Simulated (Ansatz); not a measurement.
# BN in Ansatz: the effect of functional

Crystal: BN.

```
N B
1.0
     0.00000    3.51846    2.18044
     1.25992    0.00000    2.18044
     1.25992    3.51846    0.00000
N B
1 1
Direct
  0.66665 0.66665 0.33335
  0.00005 0.00005 0.99995
```

Measurements of this composition are mostly on another form, of space group No. 194.

The cell isn't the ideal one: volume scaled by 1.02.

Alike in all runs:

```yaml
Program: Ansatz 0.2.0
Task: single point
Potentials_or_basis: Ansatz PAW
k_mesh: 13 × 13 × 13
Occupations: fermi-dirac, width 0.05 eV
Spin: no spin polarisation
```

```tsv
functional	cutoff	gap on the mesh (eV)	pressure (GPa)
LDA	420 eV (not typed: the program's choice for these potentials)	3.70	-8.5
PBEsol	420 eV (not typed: the program's choice for these potentials)	?	?
r2SCAN	500 eV (not typed: the program's choice for these potentials)	4.37	-5.0
```

What does the run with functional PBEsol give?

gap on the mesh 3.79 eV; pressure -3.9 GPa.

Caveats: odd divisions of the mesh miss points on the zone boundary, where band edges often lie, so the gap on the mesh can be too wide; the PAW data sets come from PBE, with cores solved anew for the run's functional, which leaves a small shift of forces and pressure.

A k mesh can miss the band edges.

Runs at the PBE level aren't shown here.
